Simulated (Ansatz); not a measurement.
# ZrO2: how the settings move a relaxation

How sensitive is a relaxation of ZrO2 to its settings? A reference run comes first, then one run with altered input.

Computed with Ansatz 0.2.0 (reference: DFT, PBEsol, PAW with Ansatz's default frozen-core files, scalar-relativistic; relaxation of cell and atoms, unless a step's input says otherwise).

## (1) The starting structure

Symmetry: P4_2/nmc, No. 137, tetragonal system. The conventional cell has a = 3.596 Å, b = 3.596 Å, c = 5.177 Å, α = 90.00°, β = 90.00°, γ = 90.00°. Around Zr (site symmetry -4m2) lie 8 O at 2.08 to 2.37 Å. O (site symmetry 2mm) has 4 Zr at 2.08 to 2.37 Å as nearest neighbours.

Structure file:

```
CELL_PARAMETERS angstrom
3.59610 0.00000 0.00000
0.00000 3.59610 0.00000
0.00000 0.00000 5.17700
ATOMIC_POSITIONS crystal
Zr 0.00000 0.00000 0.00000
Zr 0.50000 0.50000 0.50000
O 0.00000 0.50000 0.20300
O 0.00000 0.50000 0.70300
O 0.50000 0.00000 0.29700
O 0.50000 0.00000 0.79700
```

## (2) The reference run

The input, input.yaml:

```yaml
crystal:
  lattice:
    - [3.5961, 0.0, 0.0]
    - [0.0, 3.5961, 0.0]
    - [0.0, 0.0, 5.177]
  atoms:
    - { symbol: Zr, position: [0.0, 0.0, 0.0] }
    - { symbol: Zr, position: [0.5, 0.5, 0.5] }
    - { symbol: O, position: [0.0, 0.5, 0.203] }
    - { symbol: O, position: [0.0, 0.5, 0.703] }
    - { symbol: O, position: [0.5, 0.0, 0.297] }
    - { symbol: O, position: [0.5, 0.0, 0.797] }
kpoints:
  mp_grid: { grid: [8, 8, 6] }
scf:
  occupations: { method: fermi_dirac, width: 0.08 }
hamiltonian:
  xc: pbesol
  pseudopotentials: { kind: paw }
relax:
  f_tol: 0.002
  max_steps: 80
  cell: {}
output:
  forces: true
  stress: true
```

On the command line:

```sh
$ ansatz run input.yaml --threads 2 --pin off --max-ram 6144MiB --backend cpu --events-out ev --progress --plain --runs-dir out
```

## (3) A further run, with the input changed

Edit input.yaml of step 2 so:

```diff
@@ -13,5 +13,6 @@
 kpoints:
-  mp_grid: { grid: [8, 8, 6] }
+  mp_grid: { grid: [6, 6, 4] }
 scf:
-  occupations: { method: fermi_dirac, width: 0.08 }
+  occupations: { method: fixed }
+  algorithm: density_mixing
 hamiltonian:
```

(Steps that only read results are left out.)

Q: Predict the outcome of this session. Wanted: for each run, ending; energy change; pressure; gap; force.

As calculated:

| run | ending | energy change | pressure (GPa) | gap (eV) | force (eV/Å) | cycles | time |
| --- | --- | --- | --- | --- | --- | --- | --- |
| reference | converged | 0 | 0.0 | 4.01 | 0.00 | 45 | 27 s |
| 1: mp_grid.grid [6, 6, 4], occupations.method fixed, scf.algorithm density_mixing | converged | 0.0 meV/atom (σ→0) | 0.0 | 4.02 | 0.00 | 45 | 13 s |

**Reading.** Changing the k-point mesh, smearing and solver leaves the energy as it was (0.0 meV/atom). Cost: 13 s against 27 s.
